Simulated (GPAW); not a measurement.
The system is Ca.

```
Ca
1.0
     0.00000    2.79420    2.79420
     2.79420    0.00000    2.79420
     2.79420    2.79420    0.00000
Ca
1
Cartesian
  0.0000 0.0000 0.0000
```

Base run:

| Quantity | Value |
| --- | --- |
| Program | GPAW 26.7.0 |
| Functional | LDA |
| Potentials or basis | PAW data sets generated in the run's folder for this functional |
| Cutoff | 600 eV |
| Basis | pw |
| k mesh | 8 × 8 × 8 |
| Occupations | fermi-dirac, width 0.05 eV |
| Spin | no spin polarisation |

Its results: pressure -2.1 GPa.

**Question.** The run is repeated on the same cell with these changes: functional from LDA to BLYP; band points from 60 to 80. What comes out?

**Answer.** Pressure -0.4 GPa.
